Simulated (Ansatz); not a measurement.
The system is ZrS.

```xyz
2
Lattice="0.0000 2.6250 2.6250 2.6250 0.0000 2.6250 2.6250 2.6250 0.0000" Properties=species:S:1:pos:R:3 pbc="T T T"
Zr    0.0000    0.0000    0.0000
S     2.6250    2.6250    2.6250
```

Base run:

| Property | Result |
| --- | --- |
| Program | Ansatz 0.2.0 |
| Functional | LDA |
| Potentials or basis | Ansatz PAW |
| Cutoff | 420 eV |
| Density cutoff | 1680 eV |
| k mesh | 9 × 9 × 9 |
| Occupations | fermi-dirac, width 0.05 eV |
| Spin | no spin polarisation |

Its results: band gap on the k mesh none (metal or under the smearing width); pressure -9.1 GPa.

Problem. The run is repeated on the same cell with these changes: functional from LDA to BLYP. What comes out?

Solution. Band gap on the k mesh none (metal or under the smearing width); pressure 5.4 GPa.

BLYP binds less tightly than LDA, so the same cell stands under more pressure.

Caveats: the PAW data sets come from PBE, with cores solved anew for the run's functional, which leaves a small shift of forces and pressure; the potentials were made for another functional, which shifts forces and pressure (some runs).

Not every run made on this cell is shown here.
